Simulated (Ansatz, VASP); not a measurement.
One calculation of Sb, two programs

```
CELL_PARAMETERS angstrom
0.00000 2.37124 2.37124
2.37124 0.00000 2.37124
2.37124 2.37124 0.00000
ATOMIC_POSITIONS crystal
Sb 0.00000 0.00000 0.00000
```

Alike in both runs: functional PBEsol; k mesh 8 × 8 × 8; occupations fermi-dirac, width 0.05 eV; non-collinear spin, spin-orbit coupling.

|  | VASP | Ansatz |
| --- | --- | --- |
| version | VASP 6.6.1 | Ansatz 0.2.0 |
| potentials or method | VASP PAW PBE potentials, release 64 (Sb), cutoff 520 eV | all-electron LAPW, relativistic spinors |
| task | single point | band structure |

|  | VASP | Ansatz | Ansatz less VASP |
| --- | --- | --- | --- |
| gap on the k mesh at the Fermi level (eV) | none | none | - |
| pressure (GPa) | -0.4 | -0.4 | +0.01 |
| net moment per atom (μB) | 0.00 | 0.00 | 0.000 |

A gap of «none» marks a metal or a gap that the smearing closes. Ansatz ran all-electron here, so the differences hold the error of VASP's frozen core and of both bases.

Caveats: the PAW data sets were made with another functional, which shifts forces and pressure a little (VASP); the k mesh is thin for a metal, which can move the energy by tens of meV per atom (Ansatz).
